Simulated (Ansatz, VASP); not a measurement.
## Zr in VASP and in Ansatz

```xyz
2
Lattice="0.0000 2.6494 2.6494 2.6494 0.0000 2.6494 2.6494 2.6494 0.0000" Properties=species:S:1:pos:R:3 pbc="T T T"
Zr   -0.6624   -0.6624   -0.6624
Zr    0.6624    0.6624    0.6624
```

Change from the starting cell: volume scaled by 0.6, LAPW.

Alike in both runs: task single point; functional PBE; k mesh 11 × 11 × 11; occupations fermi-dirac, width 0.08 eV; no spin polarisation.

|  | VASP | Ansatz |
| --- | --- | --- |
| version | VASP 6.6.1 | Ansatz 0.2.0 |
| potentials or method | VASP PAW PBE potentials, release 64 (Zr_sv), cutoff 520 eV | all-electron LAPW, scalar-relativistic |

Ansatz gave:

| Item | Value |
| --- | --- |
| pressure (GPa) | 48.8 |

**Question.** What did VASP give for the same quantities?

**Answer.** Pressure (GPa): 50.0.

Ansatz ran all-electron here, so the differences hold the error of VASP's frozen core and of both bases.

Caveats: so large a pressure means that the cell lies far from this level's equilibrium, or that cutoff or potentials fall short (VASP).
